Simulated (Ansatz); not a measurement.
# From the elastic tensor of Ag at 8 GPa (stress–strain coefficients) to moduli and sound speeds

All numbers below come from DFT PBE, scalar-relativistic, plane waves, PAW in Ansatz 0.2.0. Settings: 420 eV plane-wave cutoff, Γ-centred 20×20×20 mesh, Fermi-Dirac smearing of 0.15 eV. No spin polarisation.

The structure is cubic, space group Fm-3m (No. 225). Conventional cell: a = 4.051 Å, b = 4.051 Å, c = 4.051 Å, α = 90.00°, β = 90.00°, γ = 90.00°. Ag (site symmetry m-3m) is surrounded by 12 Ag at 2.86 Å.

In a metal, frequencies and elastic constants depend on the k mesh and the smearing, soft modes and shear constants most.

Relaxed-ion constants (GPa, on the Cartesian axes of the calculation):
```
163.7 120.9 120.9   0.0   0.0   0.0
120.9 163.7 120.9   0.0   0.0   0.0
120.9 120.9 163.7   0.0   0.0   0.0
  0.0   0.0   0.0  63.6   0.0   0.0
  0.0   0.0   0.0   0.0  63.6   0.0
  0.0   0.0   0.0   0.0   0.0  63.6
```

Density 10.780 g/cm³; 1 atom in 16.62 Å³.

The values that follow are for a polycrystal of randomly turned grains, by Hill's mean where one number stands. In a crystal this anisotropic the Voigt and Reuss bounds lie far apart, so Hill's mean and the sound speeds and Debye temperature from it are rough.

With S = C⁻¹: B_V = (C11+C22+C33+2(C12+C13+C23))/9, G_V = (C11+C22+C33−C12−C13−C23+3(C44+C55+C66))/15, 1/B_R = S11+S22+S33+2(S12+S13+S23), 15/G_R = 4(S11+S22+S33−S12−S13−S23)+3(S44+S55+S66); Hill is their mean. Then v_l = √((B+4G/3)/ρ), v_t = √(G/ρ), v_m = [(2/v_t³+1/v_l³)/3]^(−1/3) and Θ = (ħ/k_B)·v_m·(6π²n/V)^(1/3) for n atoms in the volume V; E = 9BG/(3B+G), ν = (3B−2G)/(2(3B+G)) and A^U = 5G_V/G_R + B_V/B_R − 6.

- Bulk modulus, Voigt / Reuss / Hill: 135.2 / 135.2 / 135.2 GPa
- Shear modulus, Voigt / Reuss / Hill: 46.7 / 35.6 / 41.1 GPa
- Young's modulus: 112 GPa
- Poisson ratio: 0.362
- Pugh ratio B/G: 3.29
- Universal anisotropy index: 1.57
- Longitudinal and transverse sound speeds: 4198 and 1953 m/s
- Debye temperature from the mean sound speed: 257 K

Cost: 1 run of about 0.92 core-minutes, on Intel Xeon Platinum 8488C (Sapphire Rapids) (shared hosts).

Compressed silver resists a change of volume far more than a change of shape. The filled 4d shell provides little directional bonding, while the energy of the delocalised s–p electrons depends mainly on density and so adds to the bulk modulus but little to the shear stiffness. C12 (120.9 GPa) exceeds C44 (63.6 GPa) by much more than the applied pressure alone would produce with central pair forces, which points to this many-body, metallic cohesion.

Shear is also strongly direction-dependent. The tetragonal shear, governed by half of C11 − C12, is much softer than the C44 shear, as is usual for close-packed noble metals.

The constants satisfy the cubic conditions for stability against small homogeneous strains at this pressure, but don't exclude instabilities at finite wavelength. The high Pugh ratio is compatible with silver's known ductility, though it is only an empirical indicator and says nothing direct about dislocation motion or fracture.
